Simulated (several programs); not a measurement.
Many methods on one cell: CO2 (Cmce)

A 6-atom cell of CO2 (Cmce) from a materials database, relaxed with r2SCAN+rVV10 in Ansatz, was computed with several methods. The symmetry is Cmce (No. 64, orthorhombic); conventional cell a = 5.286 Å, b = 4.760 Å, c = 6.427 Å, 13.47 Å³ an atom. C has 2 O at 1.16 Å; O has 1 C at 1.16 Å. Spin-unpolarised throughout; all numbers are computed.

```
C O
1.0
     2.64290   -2.37987    0.00000
     2.64290    2.37987    0.00000
     0.00000    0.00000    6.42703
C O
2 4
Direct
  0.00000 0.00000 0.00000
  0.50000 0.50000 0.50000
  0.80373 0.19627 0.89287
  0.19627 0.80373 0.10713
  0.69627 0.30373 0.39287
  0.30373 0.69627 0.60713
```

Gaps and times are for a single point on this cell; volume and bulk modulus come from each method's own relaxation or energy curve at fixed shape, which is too stiff where a cell has free coordinates or axes. Times are rough, from shared hosts (Arm Neoverse V1; Arm Neoverse V2), and each method has its own mesh and cell size. A double dagger marks a value from a curve with shape and coordinates held. PM6 (MOPAC), PM7 (MOPAC), GFN1-xTB (tblite), GFN2-xTB (tblite) treat a cluster of cells at its zone centre, which samples few k points: where these miss a band edge, the gap comes out too large for that reason alone. Gaps from k meshes are read at a limited set of points (mesh, symmetry points, PBE's band edges), so each method's own least gap may be somewhat smaller. xTB and the PM methods were fitted mostly to molecules, and can miss a solid's gap by electronvolts. Minimal bases can be far off for gaps. PBE/DZVP lies far from plane-wave PBE here, an effect of basis or sampling. Times of the plane-wave rungs are withheld (a dash), since they come from other jobs, hosts and meshes; the meshes of hybrids and Hartree-Fock don't converge their gaps to the digits shown. Curves at held shape can't give the bulk modulus of a layered or molecular crystal, so none is listed. GLLB-SC's gap includes the derivative discontinuity. d marks a direct gap, i an indirect one (no mark: not told apart), a dash a value that wasn't computed or didn't pass its checks.

```json
{"method": "PBE-D3(BJ)", "kind": "semilocal", "gap (eV)": "–", "own volume (Å³/atom)": "15.79", "bulk modulus (GPa)": "–", "atoms computed": "6", "processor time": "–"}
{"method": "r2SCAN+rVV10", "kind": "semilocal", "gap (eV)": "–", "own volume (Å³/atom)": "13.47", "bulk modulus (GPa)": "–", "atoms computed": "6", "processor time": "–"}
{"method": "PBE-D4", "kind": "semilocal", "gap (eV)": "–", "own volume (Å³/atom)": "15.77", "bulk modulus (GPa)": "–", "atoms computed": "6", "processor time": "–"}
{"method": "light PBE (260 eV, its own mesh)", "kind": "light plane-wave", "gap (eV)": "6.54 i", "own volume (Å³/atom)": "–", "bulk modulus (GPa)": "–", "atoms computed": "6", "processor time": "0.98 s"}
{"method": "GFN1-xTB (tblite)", "kind": "tight binding", "gap (eV)": "8.26", "own volume (Å³/atom)": "12.86‡", "bulk modulus (GPa)": "–", "atoms computed": "cluster", "processor time": "1.5 s"}
{"method": "non-self-consistent DFTB (CP2K)", "kind": "tight binding", "gap (eV)": "8.15 i", "own volume (Å³/atom)": "–", "bulk modulus (GPa)": "–", "atoms computed": "6", "processor time": "1.7 s"}
{"method": "PM7 (MOPAC)", "kind": "semi-empirical", "gap (eV)": "13.26", "own volume (Å³/atom)": "13.79‡", "bulk modulus (GPa)": "–", "atoms computed": "cluster", "processor time": "2.7 s"}
{"method": "PM6 (MOPAC)", "kind": "semi-empirical", "gap (eV)": "13.19", "own volume (Å³/atom)": "–", "bulk modulus (GPa)": "–", "atoms computed": "cluster", "processor time": "2.7 s"}
{"method": "PBE", "kind": "semilocal", "gap (eV)": "6.70 i", "own volume (Å³/atom)": "–", "bulk modulus (GPa)": "–", "atoms computed": "6", "processor time": "–"}
{"method": "PBE/SZV (CP2K)", "kind": "small basis", "gap (eV)": "7.10 i", "own volume (Å³/atom)": "–", "bulk modulus (GPa)": "–", "atoms computed": "6", "processor time": "5.2 s"}
{"method": "GFN2-xTB (tblite)", "kind": "tight binding", "gap (eV)": "7.32", "own volume (Å³/atom)": "12.91‡", "bulk modulus (GPa)": "–", "atoms computed": "cluster", "processor time": "6 s"}
{"method": "LDA", "kind": "semilocal", "gap (eV)": "6.40 i", "own volume (Å³/atom)": "–", "bulk modulus (GPa)": "–", "atoms computed": "6", "processor time": "–"}
{"method": "PBE/DZVP (CP2K)", "kind": "small basis", "gap (eV)": "7.26 i", "own volume (Å³/atom)": "14.17‡", "bulk modulus (GPa)": "–", "atoms computed": "6", "processor time": "13 s"}
{"method": "r2SCAN", "kind": "semilocal", "gap (eV)": "7.31 i", "own volume (Å³/atom)": "–", "bulk modulus (GPa)": "–", "atoms computed": "6", "processor time": "–"}
{"method": "GLLB-SC (GPAW)", "kind": "model potential", "gap (eV)": "10.86", "own volume (Å³/atom)": "–", "bulk modulus (GPa)": "–", "atoms computed": "6", "processor time": "37 s"}
{"method": "PBE0", "kind": "hybrid", "gap (eV)": "9.22 i", "own volume (Å³/atom)": "–", "bulk modulus (GPa)": "–", "atoms computed": "6", "processor time": "–"}
{"method": "HSE06", "kind": "hybrid", "gap (eV)": "8.44 i", "own volume (Å³/atom)": "–", "bulk modulus (GPa)": "–", "atoms computed": "6", "processor time": "–"}
{"method": "r2SCANh", "kind": "hybrid", "gap (eV)": "8.21 i", "own volume (Å³/atom)": "–", "bulk modulus (GPa)": "–", "atoms computed": "6", "processor time": "–"}
{"method": "DDH-PBE0", "kind": "hybrid", "gap (eV)": "11.67 i", "own volume (Å³/atom)": "–", "bulk modulus (GPa)": "–", "atoms computed": "6", "processor time": "–"}
```

Against HSE06 (8.44 eV) the nearest gap at the points sampled is that of GFN1-xTB (tblite) (-0.17 eV) and the farthest that of PM7 (MOPAC) (+4.82 eV). HSE06 is only a yardstick of convenience: for gaps this wide it usually falls short of measured ones, so a larger value can be the better one.

Runs without a result: non-self-consistent DFTB (CP2K) (relaxation).
